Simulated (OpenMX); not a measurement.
**RbBr: equation of state with PBE**

The system is RbBr.

```xyz
2
Lattice="0.0000 3.4270 3.4270 3.4270 0.0000 3.4270 3.4270 3.4270 0.0000" Properties=species:S:1:pos:R:3 pbc="T T T"
Rb    0.0000    0.0000    0.0000
Br    3.4270    3.4270    3.4270
```

```
Program                           : OpenMX 3.8.5
Task                              : equation of state
Functional                        : PBE
Potentials or basis               : OpenMX 2013 PBE set, Rb11.0-s3p2d2f1, Br7.0-s3p2d2f1, fixed grid of 42 × 42 × 42 points
k mesh                            : 7 × 7 × 7
Occupations                       : fermi-dirac, width 0.05 eV
Spin                              : no spin polarisation
Mixing scheme                     : rmm-diisk
SCF threshold                     : 1e-08 Ha
Solver                            : band
Grid points, held for all volumes : 42 × 42 × 42
```

The equilibrium volume is 43.31 Å³/atom (rough: see the caveat) and the bulk modulus is 12.8 GPa (rough).

Energy against volume, from the lowest point:
```tsv
volume (Å³/atom)	energy (meV/atom)
37.833	34.08
38.638	23.84
39.443	15.66
40.248	9.39
41.053	4.70
41.858	1.68
42.663	0.00
```

Caveat: the minimum lies outside the volumes run; volumes in these bases differ from converged ones by about 1 %, for some elements by several; the basis of atomic orbitals isn't converged, which shifts pressures, moduli and gaps.
